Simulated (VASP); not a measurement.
The system is KBr.

```xyz
2
Lattice="0.0000 3.3000 3.3000 3.3000 0.0000 3.3000 3.3000 3.3000 0.0000" Properties=species:S:1:pos:R:3 pbc="T T T"
Br    3.3000    3.3000    3.3000
K     0.0000    0.0000    0.0000
```

Base run:

```yaml
Program: VASP 6.6.1
Functional: PBEsol
Potentials_or_basis: VASP PAW PBE potentials, release 64 (Br, K_sv)
Cutoff: 520 eV
k_mesh: 8 × 8 × 8
Occupations: gaussian, width 0.02 eV
Spin: no spin polarisation
```

Its results: band gap on the k mesh 4.28 eV, direct.

Task: After a change of settings the same cell gave: band gap on the k mesh 4.43 eV, direct. Which change was it?
A. k mesh from 8 × 8 × 8 to 7 × 7 × 7; occupations from gaussian, width 0.02 eV to fermi-dirac, width 0.05 eV
B. functional from PBEsol to r2SCAN
C. functional from PBEsol to PBE

Result: C.

Not every run made on this cell is shown here.
